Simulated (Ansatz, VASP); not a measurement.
**Zn2SiN3: VASP beside Ansatz**

```xyz
6
Lattice="5.4260 0.0000 0.0000 -2.7130 4.6991 0.0000 0.0000 0.0000 2.7563" Properties=species:S:1:pos:R:3 pbc="T T T"
Zn    0.0000    3.1327    0.0000
Zn    2.7130    1.5664    0.0000
Si    0.0000    0.0000    0.0000
N     2.7130    0.0000    1.3781
N    -1.3565    2.3495    1.3781
N     1.3565    2.3495    1.3781
```

Change from the starting cell: species swapped into the YCo3Ni2 type (P6/mmm, No. 191).

Alike in both runs: functional PBE; k mesh 6 × 6 × 4; occupations gaussian, width 0.1 eV; no spin polarisation.

Ansatz relaxed the structure, and its values are those at the end. VASP's run is a single point on that final structure, the one shown.

|  | VASP | Ansatz |
| --- | --- | --- |
| version | VASP 6.6.1 | Ansatz 0.2.0 |
| potentials or method | VASP PAW PBE potentials, release 64 (Zn, Si, N) | scalar-relativistic, plane waves, PAW |
| plane-wave cutoff (eV) | 520 | 420 |
| valence electrons in the cell | 43 | 43 |

```csv
,VASP,Ansatz,Ansatz less VASP
gap on the k mesh at the Fermi level (eV),none,none,-
pressure (GPa),0.8,0.1,-0.74
```

A gap of «none» marks a metal or a gap that the smearing closes.

Caveats: the k mesh is coarse (spacing up to 0.57 Å⁻¹), so the values aren't converged.
